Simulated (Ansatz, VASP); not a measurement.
# Cross-check of C62N between VASP and Ansatz

Aim: how closely do two programs agree when they are given the same cell, functional and k mesh? The cell is taken from a series of runs on this material, whose earlier steps may have relaxed, scaled, displaced or heated it; both programs get it as it stands.

Program: Ansatz 0.2.0. Level of theory: plane waves, with VASP 6.6.1 beside it; single point at HSE06. Results are calculated unless marked as measured.

## (1) The structure

The cell holds 63 atoms: 62 C and 1 N. Cell: a = 7.143 Å, b = 7.143 Å, c = 7.143 Å, α = 90.0°, β = 90.0°, γ = 90.0°. It derives from C (C (Fd-3m)). Nearest the centre at fractional (0.438, 0.438, 0.562): N63 at 0.94 Å, C41 at 1.93 Å, C12 at 1.93 Å, C26 at 1.94 Å, C37 at 2.07 Å, C59 at 2.07 Å, C22 at 2.07 Å, C44 at 2.62 Å. The cell carries charge −1.

## (2) Ansatz: single point, HSE06

Ansatz runs on its default PAW (the set named soft_2) files.

A single point gives forces, pressure and levels at one fixed geometry, so differences don't come from the geometry; what else differs is listed under the comparison.

input.yaml

```yaml
crystal:
  lattice:
    - [7.14312472, 0.0, 0.0]
    - [0.0, 7.14312472, 0.0]
    - [0.0, 0.0, 7.14312472]
  atoms:
    - { symbol: C, position: [-0.00016699114, 0.00017991499, -0.00012475372] }
    - { symbol: C, position: [0.00100298552, 0.25067360522, 0.25076535657] }
    - { symbol: C, position: [0.25032722102, 0.00135013482, 0.25076489011] }
    - { symbol: C, position: [0.24983748941, 0.25018363704, 0.0011958762] }
    - { symbol: C, position: [0.12523010257, 0.12557706427, 0.12570316796] }
    - { symbol: C, position: [0.12714640707, 0.37666528332, 0.37724573974] }
    - { symbol: C, position: [0.37631918484, 0.12749054002, 0.37724570703] }
    - { symbol: C, position: [0.37561718647, 0.37596486404, 0.1259020554] }
    - { symbol: C, position: [1.878559e-05, 0.00036377988, 0.49974982815] }
    - { symbol: C, position: [-0.00148729262, 0.2501838027, 0.74987127289] }
    - { symbol: C, position: [0.24983750011, -0.00114099199, 0.74987115463] }
    - { symbol: C, position: [0.24998017212, 0.25032468087, 0.50621624859] }
    - { symbol: C, position: [0.12326631835, 0.1236131413, 0.62513060685] }
    - { symbol: C, position: [0.12326702511, 0.37492425949, 0.87644163816] }
    - { symbol: C, position: [0.37457811531, 0.123611685, 0.87644374543] }
    - { symbol: "N", position: [0.36122108108, 0.36156385251, 0.63849174234] }
    - { symbol: C, position: [1.933595e-05, 0.50030532241, -0.00031011933] }
    - { symbol: C, position: [-8.400597e-05, 0.75020828171, 0.24984630725] }
    - { symbol: C, position: [0.25221879866, 0.50187280785, 0.25145320232] }
    - { symbol: C, position: [0.2503265698, 0.74929003796, -0.00129514231] }
    - { symbol: C, position: [0.12444588797, 0.62478216301, 0.12390244557] }
    - { symbol: C, position: [0.12444613582, 0.87615198972, 0.37527275016] }
    - { symbol: C, position: [0.3672014632, 0.63610487061, 0.36395080796] }
    - { symbol: C, position: [0.37603526879, 0.87665568613, 0.12339792425] }
    - { symbol: C, position: [-2.86992e-06, 0.50038856802, 0.49966661763] }
    - { symbol: C, position: [0.00100335689, 0.74928933531, 0.74938155077] }
    - { symbol: C, position: [0.24998055594, 0.49383908605, 0.74972889981] }
    - { symbol: C, position: [0.25221880003, 0.74860164622, 0.49818206922] }
    - { symbol: C, position: [0.12714613653, 0.62280994676, 0.62338981299] }
    - { symbol: C, position: [0.12523010189, 0.87435169255, 0.87447786578] }
    - { symbol: C, position: [0.37631839553, 0.62280928602, 0.87256369912] }
    - { symbol: C, position: [0.37561697248, 0.87415233107, 0.62409091049] }
    - { symbol: C, position: [0.49995918664, 0.00036379401, -0.00030947979] }
    - { symbol: C, position: [0.50152523314, 0.25256422691, 0.25145209821] }
    - { symbol: C, position: [0.74986073042, 0.00026285798, 0.24984809948] }
    - { symbol: C, position: [0.74894307542, 0.2506739467, -0.0012944968] }
    - { symbol: C, position: [0.62443538457, 0.12479188902, 0.12390312834] }
    - { symbol: C, position: [0.63576523944, 0.3675396528, 0.36394337751] }
    - { symbol: C, position: [0.87580600376, 0.12479163271, 0.375273156] }
    - { symbol: C, position: [0.87631020002, 0.37638150297, 0.12339824016] }
    - { symbol: C, position: [0.5000414026, 0.00034088292, 0.49966706946] }
    - { symbol: C, position: [0.49349304285, 0.2503226386, 0.74973124052] }
    - { symbol: C, position: [0.74894307993, 0.001349958, 0.74938076589] }
    - { symbol: C, position: [0.74825650928, 0.25256366592, 0.49818328537] }
    - { symbol: C, position: [0.6224630912, 0.1274895978, 0.62338969552] }
    - { symbol: C, position: [0.62246276564, 0.37666448119, 0.87256424853] }
    - { symbol: C, position: [0.87400505016, 0.12557690725, 0.87447827141] }
    - { symbol: C, position: [0.87380751051, 0.37596455484, 0.62409085779] }
    - { symbol: C, position: [0.50004111118, 0.5003877631, -0.00028758804] }
    - { symbol: C, position: [0.49878059898, 0.75030487235, 0.24974922542] }
    - { symbol: C, position: [0.74995958362, 0.49912959635, 0.24974882945] }
    - { symbol: C, position: [0.74986135558, 0.75020730842, -0.00020841594] }
    - { symbol: C, position: [0.62482020436, 0.62516725477, 0.12510402326] }
    - { symbol: C, position: [0.62482031664, 0.87494958047, 0.3748875033] }
    - { symbol: C, position: [0.87460508543, 0.62516698097, 0.37488790599] }
    - { symbol: C, position: [0.8748715059, 0.8752188918, 0.124836081] }
    - { symbol: C, position: [0.50152516807, 0.74860252547, 0.74749057398] }
    - { symbol: C, position: [0.74825547138, 0.50187137076, 0.74749019657] }
    - { symbol: C, position: [0.7499588526, 0.750304864, 0.50092629319] }
    - { symbol: C, position: [0.63576145112, 0.63610819321, 0.63251134929] }
    - { symbol: C, position: [0.62443538366, 0.87615212879, 0.87526220078] }
    - { symbol: C, position: [0.87580599473, 0.62478183483, 0.87526271034] }
    - { symbol: C, position: [0.876310155, 0.87665532954, 0.62367344861] }
  host:
    repeats: [2, 2, 2]
    atoms:
      - { symbol: C, position: [0.0, 0.0, 0.0] }
      - { symbol: C, position: [0.0, 0.5, 0.5] }
      # ... 6 more atoms of the perfect host
total_charge: -1
basis:
  ecutwfc: 420
  xc_grid: 2
hamiltonian:
  xc: hse06
kpoints:
  mp_grid: { grid: [1, 1, 1] }
magnetization:
  spin_polarized: true
  initial_magnetization: 2
  spin_locking: { lock_magnetization: hard }
scf:
  occupations: { method: fermi_dirac, width: 0.01 }
  max_iter: 80
  n_extra_bands: 31
  lower_state_search: "off"
output:
  eigenstates: { localisation: true }
  orbitals: { bands: [v7, c6], matrix_elements: [hbar_velocity] }
checkpoint:
  read: "../exc.ground.qm1_M2.run"
```

On the command line:

```console
ansatz run input.yaml --threads 4 --pin off --max-ram 11304MiB --backend cpu --events-out ev --progress --plain --runs-dir out
```

Numbers of over 12 decimals in the logs are rounded to 6 here.

The program printed:

```text
Warning: the atoms were moved onto the symmetric positions of the space group found under crystal.symmetry.tolerance 1.0e-5 (fractional; no operation is sought that the atoms, as they stand in a round, miss by more than twice it, and no atom is moved by as much as it), and the run uses the moved positions. Before a round's move an operation carried an atom to 8.80e-5 Å from where it should land, the largest such dist [...]
[...]
SCF iter   2: F=-15912.697528 eV  HF=-15912.697528 eV  |F-HF|=3.64e-12  |Δ(HF+E_count)|=  7.28e-12  Δρ=2.71e-8 (↑2.71e-8 ↓1.06e-8)  dr2=1.96e-12  dr2_m=8.90e-13  M=2.000 μB ∫|m|=2.381 μB  ethr=1.65e-12 (applied; sched 1.00e-12)  ⟨swp⟩=6.0  Hψ=661  notcnv=0
Converged-ψ floor refinement (derivative, response, wavefunction or occupation consumer): ⟨swp⟩=8.0  Hψ=786  notcnv=0
SCF 2 converged in 2 iterations: F = -15912.697528 eV  dr2 = 1.96e-12
hybrid outer 2: dexx = +9.095e-13 eV, tail = 5.89e-12 eV, Δε = 7.15e-7 eV (about 3.64e-6 eV left of the loop's levels)
Exchange kernel: α = 0.2500, screened, ω = 0.2079 Å⁻¹, Wigner–Seitz truncation, v(0) = 704.2280 eV·Å³, q-mesh 1×1×1, nearest image of the exchange supercell L = 7.14 Å, pair-density grid 45×45×45, without the augmentation charges, whose exchange is taken in its separable form (the finest that the files' search goes to)
Frozen-core exchange: fock
SCF iter   1: F=—  HF=-15912.697528 eV  |F-HF|=—  |Δ(HF+E_count)|=         —  Δρ=2.42e-8 (↑2.42e-8 ↓1.22e-8)  dr2=9.62e-13  dr2_m=9.74e-13  M=2.000 μB ∫|m|=2.381 μB  β_m=0.30  ethr=2.20e-12 (applied; sched 1.00e-12)  ⟨swp⟩=12.0  Hψ=886  notcnv=0
preconditioner: auto → none  [insulator: Δε(μ)=2.868 eV  Ē_g=17.511 eV  σ=0.010 eV  W_gap=1.00  n_scr=92 (ndim 8)  ℏωp=31.0 eV  f_vac=0.000  D(μ)=0.00/eV (n_scr^D=0)]
SCF iter   2: F=-15912.697528 eV  HF=-15912.697528 eV  |F-HF|=3.64e-12  |Δ(HF+E_count)|=  1.82e-12  Δρ=1.45e-8 (↑1.45e-8 ↓1.23e-8)  dr2=6.01e-14  dr2_m=5.83e-13  M=2.000 μB ∫|m|=2.381 μB  ethr=1.58e-12 (applied; sched 1.00e-12)  ⟨swp⟩=5.5  Hψ=632  notcnv=0
Converged-ψ floor refinement (derivative, response, wavefunction or occupation consumer): ⟨swp⟩=7.5  Hψ=778  notcnv=0
SCF 3 converged in 2 iterations: F = -15912.697528 eV  dr2 = 6.01e-14
hybrid outer 3: dexx = +2.274e-13 eV, tail = 1.37e-12 eV, Δε = 1.38e-7 eV (about 4.77e-7 eV left of the loop's levels)
Exchange-term sweep: 0 of 2 (spin, k) points
Exchange-term sweep: 1 of 2 (spin, k) points
Exchange-term sweep: 2 of 2 (spin, k) points
this state was not tested for a lower state beside it, because the functional holds exact exchange (a hybrid, or Hartree-Fock), whose exchange loop this test does not read (fock_operator); the stability check (scf.self_checks: high) cannot read this state: a pseudopotential is PAW: the check reads norm-conserving sets alone
hybrid SCF converged: 3 outer / 9 inner (+0 warm-up), last move |dexx| = 2.27e-13 eV, tail = 1.37e-12 eV
Magnetization: 2.0000 μB (128.0000 up, 126.0000 down)
Absolute magnetization: 2.3819 μB (∫|ρ↑−ρ↓|, with the PAW one-centre terms)
Spin contamination: 0.0170 ħ² per cell (⟨S²⟩ above its minimum at these occupations)
Per-site moments (μB) at R_I (Å): [(0.000676055, 0.637746), (-0.00179783, 0.636903), (-0.00179783, 0.636903), (-0.00129872, 0.635769), (0.00155739, 0.635769), (0.00542768, 0.635122), (0.00542768, 0.635122), (0.00855199, 0.637728), (0.00848376, 0.631719), (-0.00129872, 0.635769), (-0.00129872, 0.635769), (-0.000169906, 0.605620), (0.0027928, 0.632652), (0.0027928, 0.632652), (0.0027928, 0.632652), (0.00224565, 0.60562 [...]
Free energy (F): -15912.697528 eV
Frozen-core exchange: fock
Harris-Foulkes:  -15912.697528 eV  (|F-HF|=3.64e-12)
Internal energy: -15912.697528 eV  (E = F + TS)
E sigma→0 (E₀):  -15912.697528 eV
Fermi energy:    15.232722 (↑ 15.886994, ↓ 15.113646) eV
--- Per-component energies (eV) ---
  E_band       = 653.523448
  E_kinetic    = 5871.963434
  E_local      = -4174.617955  (includes V_loc(G=0)·N_el)
  E_nonlocal   = 1666.089894
  E_hartree    = 962.391639
  E_xc         = -2500.423783
  E_vxc        = -3073.967635  (∫ρ·V_xc dr)
  E_exx        = -582.791187  (= α·E_x^exact, valence–valence)
  E_paw        = -6284.691317  (= ΣΔE_a)
  E_vpaw       = -395.145857  (= ΣTr[D̂ρ^β])
  E_aug_tail   = 0.000659  (compensation charges beyond the density's cutoff)
  E_ewald      = -10869.529233
  E_core_change = -1.089678  (= ΣΔE_core)
  E_smearing   = -0.000000  (= −TS)
  E_closure    = -0.000000  (closes the sum)
  E_deformation_potential = -21.108035  (in the stress; not in F)
  Σ components = -15912.697528   (vs F -15912.697528, Δ=0.00e0)
--- Band table (eV) ---
  k-point 0 ↑: bands = ["-11.2956", "-9.6191", "-8.8086", "-8.8086", "-8.6966", "-8.6966", "-8.3942", "-7.3801", "-6.4940", "-6.4940", "-6.4583", "-6.4583", "-6.4035", "-6.4035", "-6.3434", "-6.2681", "-6.2161", "-6.2161", "-5.6854", "-5.2660", "-4.9723", "-4.9723", "-4.3598", "-2.2871", "-2.2871", "-2.2655", "-2.2124", "-2.1207", "-1.8034", "-1.8034", "-1.6953", "-1.6953", "-1.6202", "-1.3767", "-1.1441", "-1.1441", [...]
  k-point 0 ↓: bands = ["-11.2672", "-9.6029", "-8.7865", "-8.7865", "-8.6421", "-8.6421", "-8.3457", "-7.3614", "-6.4708", "-6.4708", "-6.4410", "-6.4410", "-6.3295", "-6.3295", "-6.3122", "-6.2550", "-6.1558", "-6.1558", "-5.6299", "-5.2452", "-4.8980", "-4.8980", "-4.1709", "-2.2673", "-2.2673", "-2.2402", "-2.1876", "-2.0323", "-1.7859", "-1.7859", "-1.6471", "-1.6471", "-1.5877", "-1.3342", "-1.1296", "-1.1296", [...]
```

In the SCF lines HF is the Harris–Foulkes energy and dr2 the Hartree energy of the density residual, in eV; the loop may stop once dr2 is under the threshold and the program's other checks hold. Hψ counts applications of the Hamiltonian.

## (3) VASP: single point, HSE06

The same cell, functional, mesh and smearing now go to VASP, with its own data sets.

Lines of VASP's logs that name or quote its potential files are left out, and so is its time.

The run reads the wave functions of an earlier VASP run, which isn't shown here.

INCAR

```
SYSTEM = C62N
PREC = Accurate
ENCUT = 520
EDIFF = 1E-06
NELM = 100
ISMEAR = -1
SIGMA = 0.01
LREAL = Auto
ALGO = Normal
LHFCALC = .TRUE.
AEXX = 0.25
GGA = PE
HFSCREEN = 0.208
LASPH = .TRUE.
NELECT = 254
NBANDS = 171
ISPIN = 2
MAGMOM = 0 -0 -0 -0 0 0.01 0.01 0.01 0.01 -0 -0 -0 0 0 0 0.01 -0 -0.01 -0 0.02 0.02 0.27 0.02 -0 -0 -0 -0.01 0.01 0 0.01 0.01 0.01 -0.01 -0 -0 0.02 0.27 0.02 0.02 -0 -0 -0 -0.01 0.01 0.01 0 0.01 -0 -0.01 -0.01 -0 0.01 0.01 0.01 0 -0.01 -0.01 -0.01 0.27 0.02 0.02 0.02 0
PRECFOCK = Fast
LORBIT = 11
LWAVE = .FALSE.
LCHARG = .FALSE.
ISIF = 2
NUPDOWN = 2
```

POSCAR

```
C62N
1.0
    7.1431247189      0.0000000000      0.0000000000
    0.0000000000      7.1431247189      0.0000000000
    0.0000000000      0.0000000000      7.1431247189
C N
62 1
Direct
    0.9998330089      0.0001799150      0.9998752463
    0.0010029855      0.2506736052      0.2507653566
    0.2503272210      0.0013501348      0.2507648901
    0.2498374894      0.2501836370      0.0011958762
    0.1252301026      0.1255770643      0.1257031680
    0.1271464071      0.3766652833      0.3772457397
    0.3763191848      0.1274905400      0.3772457070
    0.3756171865      0.3759648640      0.1259020554
    0.0000187856      0.0003637799      0.4997498282
    0.9985127074      0.2501838027      0.7498712729
    0.2498375001      0.9988590080      0.7498711546
    0.2499801721      0.2503246809      0.5062162486
    0.1232663183      0.1236131413      0.6251306069
    0.1232670251      0.3749242595      0.8764416382
    0.3745781153      0.1236116850      0.8764437454
    0.0000193360      0.5003053224      0.9996898807
    0.9999159940      0.7502082817      0.2498463073
    0.2522187987      0.5018728078      0.2514532023
    0.2503265698      0.7492900380      0.9987048577
    0.1244458880      0.6247821630      0.1239024456
    0.1244461358      0.8761519897      0.3752727502
    0.3672014632      0.6361048706      0.3639508080
    0.3760352688      0.8766556861      0.1233979242
    0.9999971301      0.5003885680      0.4996666176
    0.0010033569      0.7492893353      0.7493815508
    0.2499805559      0.4938390861      0.7497288998
    0.2522188000      0.7486016462      0.4981820692
    0.1271461365      0.6228099468      0.6233898130
    0.1252301019      0.8743516926      0.8744778658
    0.3763183955      0.6228092860      0.8725636991
    0.3756169725      0.8741523311      0.6240909105
    0.4999591866      0.0003637940      0.9996905202
    0.5015252331      0.2525642269      0.2514520982
    0.7498607304      0.0002628580      0.2498480995
    0.7489430754      0.2506739467      0.9987055032
    0.6244353846      0.1247918890      0.1239031283
    0.6357652394      0.3675396528      0.3639433775
    0.8758060038      0.1247916327      0.3752731560
    0.8763102000      0.3763815030      0.1233982402
    0.5000414026      0.0003408829      0.4996670695
    0.4934930428      0.2503226386      0.7497312405
    0.7489430799      0.0013499580      0.7493807659
    0.7482565093      0.2525636659      0.4981832854
    0.6224630912      0.1274895978      0.6233896955
    0.6224627656      0.3766644812      0.8725642485
    0.8740050502      0.1255769072      0.8744782714
    0.8738075105      0.3759645548      0.6240908578
    0.5000411112      0.5003877631      0.9997124120
    0.4987805990      0.7503048723      0.2497492254
    0.7499595836      0.4991295964      0.2497488294
    0.7498613556      0.7502073084      0.9997915841
    0.6248202044      0.6251672548      0.1251040233
    0.6248203166      0.8749495805      0.3748875033
    0.8746050854      0.6251669810      0.3748879060
    0.8748715059      0.8752188918      0.1248360810
    0.5015251681      0.7486025255      0.7474905740
    0.7482554714      0.5018713708      0.7474901966
    0.7499588526      0.7503048640      0.5009262932
    0.6357614511      0.6361081932      0.6325113493
    0.6244353837      0.8761521288      0.8752622008
    0.8758059947      0.6247818348      0.8752627103
    0.8763101550      0.8766553295      0.6236734486
    0.3612210811      0.3615638525      0.6384917423
```

KPOINTS

```
Automatic mesh
0
Gamma
1 1 1
0 0 0
```

The projector-augmented-wave data sets are C and N (PBE family, release 64).

On the command line:

```console
export OMP_NUM_THREADS=3
mpirun -np 1 vasp_gam
```

The program printed:

```text
[banner, memory and clock lines left out]
running    1 mpi-ranks, on    1 nodes
[...]
Offloading initialized ...    1 GPUs detected
[...]
LDA part: xc-table for (Slater+PW92), standard interpolation
 found WAVECAR, reading the header
 POSCAR, INCAR and KPOINTS ok, starting setup
[...]
reading WAVECAR
 the WAVECAR file was read successfully
 initial charge from wavefunction
 entering main loop
       N       E                     dE             d eps       ncg     rms          rms(c)
DAV:   1    -0.642184216223E+03   -0.64218E+03   -0.85756E+00   714   0.780E+00    0.410E+00
DAV:   2    -0.642213356931E+03   -0.29141E-01   -0.17392E-01   792   0.983E-01    0.247E+00
DAV:   3    -0.642195703451E+03    0.17653E-01   -0.18194E-02   808   0.337E-01    0.134E+00
DAV:   4    -0.642190708001E+03    0.49955E-02   -0.55876E-03   808   0.188E-01    0.711E-01
[...]
DAV:   9    -0.642188810809E+03    0.90621E-05   -0.45674E-06   744   0.645E-03    0.338E-02
DAV:  10    -0.642188808579E+03    0.22299E-05   -0.13111E-06   445   0.359E-03    0.186E-02
DAV:  11    -0.642188808290E+03    0.28980E-06   -0.45097E-07   408   0.224E-03
   1 F= -.64218881E+03 E0= -.64218881E+03  d E =-.896674E-11  mag=     2.0000
```

Parts of OUTCAR (step 3):

```text
  FREE ENERGIE OF THE ION-ELECTRON SYSTEM (eV)
  ---------------------------------------------------
  free  energy   TOTEN  =      -642.1888082896 eV

  energy  without entropy=     -642.1888082896  energy(sigma->0) =     -642.18880829

 magnetization (x)
# of ion       s       p       d       tot
------------------------------------------
    1       -0.000   0.001   0.000   0.001
    2       -0.000  -0.002   0.000  -0.002
    3       -0.000  -0.002   0.000  -0.002
    4       -0.000  -0.001   0.000  -0.002
    5        0.000   0.002   0.000   0.002
    6        0.001   0.006   0.000   0.007
    7        0.001   0.006   0.000   0.007
    8        0.000   0.010   0.000   0.011
    9       -0.000   0.011   0.000   0.010
   10       -0.000  -0.001   0.000  -0.002
   11       -0.000  -0.001   0.000  -0.002
   12       -0.000  -0.000   0.000  -0.000
   13        0.000   0.003   0.000   0.003
[...]
--------------------------------------------------
tot          0.139   1.158   0.000   1.298

[... 1 further part left out ...]
```

The run ends at a pressure of -0.88 GPa, with forces up to 0.026 eV/Å.

## (4) Comparison

Known differences besides the potentials themselves: exact exchange at q = 0 is treated differently, which shows on coarse meshes; VASP keeps PBE cores, Ansatz makes them for the functional; the cutoff is 420 eV in Ansatz and 520 eV in VASP (PREC = Accurate, projectors in real space); VASP takes a coarser grid for exact exchange (PRECFOCK = Fast); site moments are counted in spheres of each program's own size. Total energies have different zeros and are not compared.

Both answers:

```
                             quantity  Ansatz  VASP  difference
total moment, fixed by the input (μB)    2.00  2.00        0.00
                   moment on C22 (μB)    0.27  0.35       -0.09
                   moment on C37 (μB)    0.27  0.35       -0.09
                   moment on C59 (μB)    0.27  0.35       -0.09
```

The cell carries a charge of -1 e against a uniform background, so its pressure also hangs on how the neutralising background is counted, and in a defect's cell a gap may be the spacing between its levels.

## (5) Outcome

```yaml
difference_in_moment_on_c22_single_point_hse06: -0.087 μB
```

The difference in moment on C22 is -0.087 μB (single point, HSE06). How closely two codes agree says nothing of how well the functional describes the real material.

[Lines on the potential files, build, host, timing and source positions are cut from VASP's logs without a mark.]

[Logs are printed without paths, hosts, clocks, repeated set-up lines and the standing remarks that a program may print on its own settings, such as how far it seeks lower states.]

[Hosts, paths, dates, database ids (printed as entryN), source tags and the programs' standing remarks are cut or masked in the printed files.]
